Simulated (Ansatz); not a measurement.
**NiO (Fm-3m): scan of the moment direction with non-collinear spins from a Python script**

A script is to give a scan of the moment direction with non-collinear spins; the system is NiO (Fm-3m).

Computed with Ansatz 0.2.0 through its Python package. Level of theory: DFT PBEsol, spin-orbit coupling, plane waves, PAW.

**1. The system**

It takes space group Fm-3m (No. 225, cubic). Conventional cell: a = 4.172 Å, b = 4.172 Å, c = 4.172 Å, α = 90.00°, β = 90.00°, γ = 90.00°. Ni (site symmetry m-3m) has 6 O at 2.09 Å as nearest neighbours. O (site symmetry m-3m) is surrounded by 6 Ni at 2.09 Å.

No structure file is read: the coordinates are typed or built in the script.

**2. The script**

nio_axes.py reads:

```python
"""Direction of the moments in NiO under spin-orbit coupling."""

from dataclasses import dataclass

import ansatz
import numpy as np


@dataclass
class RunConfig:
    functional: str = "pbesol"
    ecut: int = 420
    smearing: str = "fermi_dirac"
    width_ev: float = 0.1


settings = RunConfig()

CELL = [
    (0.0, 2.0859, 2.0859),
    (2.0859, 0.0, 2.0859),
    (2.0859, 2.0859, 0.0),
]
ATOMS = [
    ("Ni", (0.0, 0.0, 0.0), 1.5),
    ("O", (0.5, 0.5, 0.5), 0),
]


def main() -> None:
    rows = []
    for axis in [(0, 0, 1), (1, 0, 0), (1, 1, 1)]:
        xtal = ansatz.Crystal(lattice=ansatz.Lattice.of(CELL))
        for symbol, position, moment in ATOMS:
            xtal = xtal.atom(symbol, position, moment=moment, axis=axis) if moment else xtal.atom(symbol, position)
        job = xtal.calculation()
        job = job.functional(settings.functional)
        job = job.basis(settings.ecut)
        job = job.kpoints(6)
        job = job.occupations(settings.smearing, width=settings.width_ev)
        job = job.spin(soc=True)
        summary = job.run(threads=1, pin="off").report
        m = np.array(summary["magnetization_vec_mub"])
        rows.append((axis, summary["free_energy_ev"], float(np.linalg.norm(m)), summary["n_symmetry_ops"], summary["n_kpoints"]))
        print(axis, "moment vector (muB):", np.round(m, 3) + 0.0)
    # differences of a few tenths of a meV need far denser meshes than this one
    rows = [(row[0], 1000 * (row[1] - rows[0][1]), *row[2:]) for row in rows]
    print("          axis  F - F(first) meV      moment muB  symmetry operations        k-points")
    for row in rows:
        print(f"{str(row[0]):>14s}  {row[1]:16.4f}  {row[2]:14.3f}  {row[3]:19d}  {row[4]:14d}")


if __name__ == "__main__":
    main()
```

**3. Running it**

Launch:

```
python nio_axes.py
```

Without the output at hand: what should come out? Wanted: lowest; next above it by.

As calculated:

| quantity | value |
| --- | --- |
| runs compared | 3 |
| lowest | run 3 (axis [1, 1, 1]) |
| next above it by | 0.0 meV/atom |

**Reading.** Of those tried, run 3 (axis [1, 1, 1]) is lowest; run 2 (axis [1, 0, 0]) lies 0.0 meV/atom above it: equal, as arrangements that symmetry makes equivalent are. Notes:
- The SCF didn't keep the moments it started from (some shrank, vanished or turned); what is printed is the state reached.
- The mesh is modest for a metal, so energies can be off by several to tens of meV an atom and pressures by half a GPa or more; differences at equal mesh fare better.
- Without a Hubbard U or exact exchange, semilocal functionals often make such 3d compounds metallic or too weakly gapped.
- Anisotropy energies under a meV need much denser k-meshes than this one. The starting moments were not kept in at least one run, so it stands on a weaker or other magnetic state than the one typed.
